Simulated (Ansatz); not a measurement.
A (101) slab of Si2Mo (I4/mmm (No. 139)), 12 planes, outer planes Si (top) and Si (bottom), with 12 atoms (Si8Mo4) in a surface cell of A = 13.473 Å², as cut from the bulk:

```yaml
crystal:
  lattice:
    - [3.19007, 0.00000, 0.00000]
    - [-1.59504, 4.22346, 0.00000]
    - [0.00000, 0.00000, 25.84090]
  atoms:
    - { symbol: Si, position: [0.42990, 0.85980, 0.29024] }
    - { symbol: Mo, position: [0.14263, 0.28525, 0.32854] }
    - { symbol: Si, position: [0.85536, 0.71071, 0.36684] }
    - { symbol: Si, position: [0.57253, 0.14505, 0.40455] }
    - { symbol: Mo, position: [0.28525, 0.57051, 0.44285] }
    - { symbol: Si, position: [0.99798, 0.99597, 0.48115] }
    - { symbol: Si, position: [0.71515, 0.43031, 0.51885] }
    - { symbol: Mo, position: [0.42788, 0.85576, 0.55715] }
    - { symbol: Si, position: [0.14061, 0.28122, 0.59545] }
    - { symbol: Si, position: [0.85778, 0.71556, 0.63316] }
    - { symbol: Mo, position: [0.57051, 0.14102, 0.67146] }
    - { symbol: Si, position: [0.28324, 0.56648, 0.70976] }
```

These are results of Ansatz 0.2.0, DFT PBEsol, scalar-relativistic, plane waves, PAW, not measurements. Settings: cutoff 420 eV, Γ-centred mesh 12×8×1 on the computed 12-atom cell, Gaussian smearing of 0.10 eV; no spin polarisation.

Against the same 12 atoms in the bulk, the slab as cut lies 4.478 eV higher and the relaxed slab 4.244 eV higher.

Problem. Work out the surface energy before and after relaxation.

Solution. The slab has two faces, so γ = (E_slab − N·E_bulk)/(2A), the mean of both. As cut: 4.478/(2 × 13.473) = 0.1662 eV/Å², and 1 eV/Å² = 16.02 J/m², so γ = 2.66 J/m². Relaxed: 4.244/(2 × 13.473) = 0.1575 eV/Å² = 2.52 J/m². Relaxation recovers 5 % of the cost of cutting.

Problem. What is the ideal work of this cut, per area?

Solution. Griffith's ideal work is 2γ: 5.32 J/m² if the new faces stay rigid, 5.05 J/m² if they relax. Other cuts parallel to this plane can cost less. One thickness was run, 12 planes, so γ can still shift with it.